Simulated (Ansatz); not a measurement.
The system is SrO.

```xyz
2
Lattice="0.0000 2.5663 2.5663 2.5663 0.0000 2.5663 2.5663 2.5663 0.0000" Properties=species:S:1:pos:R:3 pbc="T T T"
Sr    2.5663    2.5663    2.5663
O     0.0000    0.0000    0.0000
```

Base run:

| Quantity | Value |
| --- | --- |
| Program | Ansatz 0.2.0 |
| Functional | BLYP |
| Potentials or basis | Ansatz PAW |
| Cutoff | 420 eV (not typed: the program's choice for these potentials) |
| k mesh | 9 × 9 × 9 |
| Occupations | fermi-dirac, width 0.05 eV |
| Spin | no spin polarisation |

Its results: band gap on the k mesh 3.51 eV, indirect (least direct gap 3.58 eV); pressure 6.2 GPa.

Question: The run is repeated on the same cell with these changes: functional from BLYP to LDA. What comes out?

Answer: Band gap on the k mesh 3.21 eV, indirect (least direct gap 3.29 eV); pressure -3.8 GPa.

LDA binds more tightly than BLYP, so the same cell stands under less pressure.

Caveats: the k mesh misses the band edges, so the gap on the mesh is wider than the one along the path; the PAW data sets come from PBE, with cores solved anew for the run's functional, which leaves a small shift of forces and pressure.
